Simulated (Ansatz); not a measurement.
**B: properties at the relaxed cell**

This session takes B and sets out to relax it again with other functionals.

Program: Ansatz 0.2.0. Level of theory: DFT PBE, scalar-relativistic, plane waves, PAW. These are calculated values, not measurements.

**1. The structure to begin with**

It takes space group Pnnm (No. 58, orthorhombic). The conventional cell has a = 5.041 Å, b = 5.608 Å, c = 6.924 Å, α = 90.00°, β = 90.00°, γ = 90.00°. B (site symmetry 1) has 6 B at 1.76 to 1.86 Å as nearest neighbours. B (site symmetry m) is surrounded by 6 B at 1.67 to 1.81 Å. Around B (site symmetry m) lie 6 B at 1.66 to 1.78 Å. B (site symmetry 1) has 7 B at 1.74 to 1.90 Å as nearest neighbours. B (site symmetry m) has 4 B at 1.67 to 1.90 Å as nearest neighbours.

As a file:

```
CELL_PARAMETERS angstrom
5.04060 0.00000 0.00000
0.00000 5.60817 0.00000
0.00000 0.00000 6.92363
ATOMIC_POSITIONS crystal
B 0.65285 0.90738 0.29099
B 0.34715 0.09262 0.29099
B 0.15285 0.59262 0.20901
B 0.84715 0.40738 0.20901
B 0.34715 0.09262 0.70901
B 0.65285 0.90738 0.70901
B 0.84715 0.40738 0.79099
B 0.15285 0.59262 0.79099
B 0.14792 0.77122 0.00000
B 0.85208 0.22878 0.00000
B 0.64792 0.72878 0.50000
B 0.35208 0.27122 0.50000
B 0.83564 0.99194 0.50000
B 0.16436 0.00806 0.50000
B 0.33564 0.50806 0.00000
B 0.66436 0.49194 0.00000
B 0.33940 0.78109 0.37434
B 0.66060 0.21891 0.37434
B 0.83940 0.71891 0.12566
B 0.16060 0.28109 0.12566
B 0.66060 0.21891 0.62566
B 0.33940 0.78109 0.62566
B 0.16060 0.28109 0.87434
B 0.83940 0.71891 0.87434
B 0.17015 0.52065 0.50000
B 0.82985 0.47935 0.50000
B 0.67015 0.97935 0.00000
B 0.32985 0.02065 0.00000
```

It goes back to an entry of the Materials Project.

This cell was relaxed beforehand with the same method: volume 6.99 Å³/atom, gap on the mesh 1.54 eV.

**2. The cell under PBEsol**

Input file input.yaml:

```yaml
crystal:
  lattice:
    - [5.0405978582, 0.0, 0.0]
    - [0.0, 5.6081683693, 0.0]
    - [0.0, 0.0, 6.923625714]
  atoms:
    - { symbol: B, position: [0.6528536502, 0.9073764407, 0.2909945179] }
    - { symbol: B, position: [0.3471463498, 0.0926235593, 0.2909945179] }
    - { symbol: B, position: [0.1528536502, 0.5926235593, 0.2090054821] }
    - { symbol: B, position: [0.8471463498, 0.4073764407, 0.2090054821] }
    - { symbol: B, position: [0.3471463498, 0.0926235593, 0.7090054821] }
    - { symbol: B, position: [0.6528536502, 0.9073764407, 0.7090054821] }
    - { symbol: B, position: [0.8471463498, 0.4073764407, 0.7909945179] }
    - { symbol: B, position: [0.1528536502, 0.5926235593, 0.7909945179] }
    - { symbol: B, position: [0.1479223526, 0.7712170183, 0.0] }
    - { symbol: B, position: [0.8520776474, 0.2287829817, 0.0] }
    - { symbol: B, position: [0.6479223526, 0.7287829817, 0.5] }
    - { symbol: B, position: [0.3520776474, 0.2712170183, 0.5] }
    - { symbol: B, position: [0.835637235, 0.9919419226, 0.5] }
    - { symbol: B, position: [0.164362765, 0.0080580774, 0.5] }
    - { symbol: B, position: [0.335637235, 0.5080580774, 0.0] }
    - { symbol: B, position: [0.664362765, 0.4919419226, 0.0] }
    - { symbol: B, position: [0.3393965561, 0.7810920048, 0.3743360464] }
    - { symbol: B, position: [0.6606034439, 0.2189079952, 0.3743360464] }
    - { symbol: B, position: [0.8393965561, 0.7189079952, 0.1256639536] }
    - { symbol: B, position: [0.1606034439, 0.2810920048, 0.1256639536] }
    - { symbol: B, position: [0.6606034439, 0.2189079952, 0.6256639536] }
    - { symbol: B, position: [0.3393965561, 0.7810920048, 0.6256639536] }
    - { symbol: B, position: [0.1606034439, 0.2810920048, 0.8743360464] }
    - { symbol: B, position: [0.8393965561, 0.7189079952, 0.8743360464] }
    - { symbol: B, position: [0.1701487794, 0.520650484, 0.5] }
    - { symbol: B, position: [0.8298512206, 0.479349516, 0.5] }
    - { symbol: B, position: [0.6701487794, 0.979349516, 0.0] }
    - { symbol: B, position: [0.3298512206, 0.020650484, 0.0] }
basis:
  ecutwfc: 420
kpoints:
  mp_grid: { grid: [6, 6, 4] }
hamiltonian:
  xc: pbesol
scf:
  occupations: { method: gaussian, width: 0.02 }
output:
  forces: true
  stress: true
  eigenvalues: true
relax:
  adjacent_minimum: "off"
  f_tol: 0.005
  max_steps: 50
  cell: { stress_tol: 0.05 }
```

Started as:

```
$ ansatz run input.yaml --threads 8 --pin off --max-ram 22528MiB --backend cpu --events-out ev --progress --plain --runs-dir out
```

**3. Relaxing with PBE+D3(BJ)**

input.yaml: that of step 2 with these lines changed.

```diff
@@ -39,3 +39,4 @@
 hamiltonian:
-  xc: pbesol
+  xc: pbe
+  dispersion: d3bj
 scf:
```

**4. Relaxing with LDA**

input.yaml: that of step 3 with these lines changed.

```diff
@@ -39,4 +39,3 @@
 hamiltonian:
-  xc: pbe
-  dispersion: d3bj
+  xc: lda
 scf:
```

**5. The cell under r2SCAN**

input.yaml: that of step 4 with these lines changed.

```diff
@@ -35,3 +35,3 @@
 basis:
-  ecutwfc: 420
+  ecutwfc: 500
 kpoints:
@@ -39,3 +39,3 @@
 hamiltonian:
-  xc: lda
+  xc: r2scan
 scf:
@@ -46,2 +46,6 @@
   eigenvalues: true
+  write_density: true
+  write_potential: true
+  elf: true
+  volumetric_format: npy
 relax:
```

(Steps that only read results are left out.)

What does the calculation give?

As calculated:

The volumes rise in the order LDA, PBE+D3(BJ), PBEsol, r2SCAN, PBE, over 3.8 %.
